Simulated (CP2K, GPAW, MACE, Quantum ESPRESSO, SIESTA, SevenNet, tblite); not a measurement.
## Finding the fault: CP2K, hcp Mg, size series (64 atoms)

Program: CP2K 2026.2, a calculation on a cell of 64 Mg, 23.2 Å³ an atom.

Input file input.inp:

```
&GLOBAL
  PROJECT cell
  RUN_TYPE ENERGY_FORCE
  PRINT_LEVEL LOW
&END GLOBAL
&FORCE_EVAL
  METHOD QS
  STRESS_TENSOR ANALYTICAL
  &DFT
    BASIS_SET_FILE_NAME BASIS_MOLOPT_UZH
    POTENTIAL_FILE_NAME POTENTIAL_UZH
    &MGRID
      CUTOFF 1200
      REL_CUTOFF 50
      NGRIDS 5
    &END MGRID
    &QS
      EPS_DEFAULT 1.0E-12
    &END QS
    &SCF
      SCF_GUESS ATOMIC
      EPS_SCF 1.0E-06
      MAX_SCF 60
      ADDED_MOS 48
      &DIAGONALIZATION
        ALGORITHM STANDARD
      &END DIAGONALIZATION
      &SMEAR ON
        METHOD FERMI_DIRAC
        ELECTRONIC_TEMPERATURE [K] 580
      &END SMEAR
      &MIXING
        METHOD BROYDEN_MIXING
        ALPHA 0.15
        NBROYDEN 8
      &END MIXING
      &PRINT
        &RESTART OFF
        &END RESTART
      &END PRINT
    &END SCF
    &XC
      &XC_FUNCTIONAL PBE
      &END XC_FUNCTIONAL
    &END XC
    &PRINT
      &MULLIKEN ON
      &END MULLIKEN
      &HIRSHFELD ON
        SHAPE_FUNCTION DENSITY
      &END HIRSHFELD
      &MO ON
        EIGENVALUES T
        OCCUPATION_NUMBERS T
        MO_INDEX_RANGE 309 332
        &EACH
          QS_SCF 0
        &END EACH
        ADD_LAST NUMERIC
      &END MO
    &END PRINT
  &END DFT
  &SUBSYS
    &CELL
      A 12.83600 0.00000 0.00000
      B -6.41800 11.11630 0.00000
      C 0.00000 0.00000 10.42200
    &END CELL
    &TOPOLOGY
      COORD_FILE_NAME structure.xyz
      COORD_FILE_FORMAT XYZ
    &END TOPOLOGY
    &KIND Mg
      BASIS_SET cc-pVDZ
      POTENTIAL GTH-PBE-q10
    &END KIND
  &END SUBSYS
  &PRINT
    &FORCES ON
    &END FORCES
    &STRESS_TENSOR ON
    &END STRESS_TENSOR
  &END PRINT
&END FORCE_EVAL
```

Input file structure.xyz:

```xyz
64

Mg 6.36967 11.05727 0.07754
Mg -0.05532 1.80240 2.58924
Mg 6.43116 11.06661 5.24445
Mg 0.07381 1.75304 7.92041
Mg 11.16668 2.81220 0.05461
Mg -1.61445 4.63917 2.53807
Mg -1.57799 2.76451 5.08354
Mg -1.55341 4.54746 7.66173
Mg 9.64394 5.49368 10.32018
Mg -3.30694 7.31230 2.59633
[... 50 atom lines left out ...]
Mg 4.76305 8.31877 0.14226
Mg 4.88147 10.16152 2.52275
Mg 4.80368 8.38714 5.26384
Mg 4.77499 10.19053 7.78430
```

Started as:

```bash
OMP_NUM_THREADS=1 cp2k.psmp -i input.inp > output.txt
```

What it wrote:

```text
CP2K| version string:                                       CP2K version 2026.2
 CP2K| Input file name                                                 input.inp
 GLOBAL| Basis set file name                                    BASIS_MOLOPT_UZH
 GLOBAL| Potential file name                                       POTENTIAL_UZH
 GLOBAL| Run type                                                   ENERGY_FORCE
 GLOBAL| Total number of message passing processes                             1
 GLOBAL| Number of threads for this process                                    1
 *   ___                                                                       *
 *  /   \                                                                      *
 * [ABORT]                                                                     *
 *  \___/  The requested basis set <cc-pVDZ> for element <Mg> was not found in *
 *    |                   the basis set files <BASIS_MOLOPT_UZH>               *
 *  O/|                                                                        *
 * /| |                                                                        *
```

Elapsed: 1.1 s, on 1 thread of Arm Neoverse V2, shared host; peak memory 0.09 GiB.

Banners, paths, timers and routine set-up lines are dropped from the logs unmarked, and long logs keep their key lines alone; longer cuts are marked.

**Question.** Which part of the input is at fault, and how is it mended?

A basis that the file lacks: basis cc-pVDZ for Mg. Mend: name a basis that the basis file holds for this element.

The program stopped at the start.

[Also dropped from logs without a mark: logging warnings of Python, and SIESTA's first energy breakdown and zero terms.]

[Logs are printed without paths, hosts, clocks, repeated set-up lines and the standing remarks that a program may print on its own settings, such as how far it seeks lower states.]

[Hosts, paths, dates, database ids (printed as entryN), source tags and the programs' standing remarks are cut or masked in the printed files.]
